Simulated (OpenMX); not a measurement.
Crystal: Pd.

```
Pd
1.0
    -1.57228    1.57228    1.57228
     1.57228   -1.57228    1.57228
     1.57228    1.57228   -1.57228
Pd
1
Direct
  0.00000 0.00000 0.00000
```

This isn't the form of Pd at room conditions, which is fcc.

```yaml
Program: OpenMX 3.8.5
Task: single point
Functional: PBE
Potentials_or_basis: OpenMX 2013 PBE set, Pd7.0-s3p2d2, grid cutoff 400 Ry
k_mesh: 13 × 13 × 13
Occupations: fermi-dirac, width 0.05 eV
Spin: no spin polarisation
```

On this cell: pressure 2.9 GPa; band gap on the k mesh none (metal or under the smearing width).

The same run follows on a disturbed copy (cell strained at random at fixed volume):

```
Pd
1.0
    -1.59918    1.54912    1.62845
     1.60297   -1.50854    1.59166
     1.57790    1.48727   -1.58787
Pd
1
Direct
  0.01291 0.99896 0.98783
```

**Question.** What changes?

**Answer.** The energy (extrapolated to zero smearing) moves by +4.1 meV/atom; pressure 3.1 GPa; band gap on the k mesh none (metal or under the smearing width).

Caveats: the basis of atomic orbitals isn't converged, which shifts pressures, moduli and gaps.
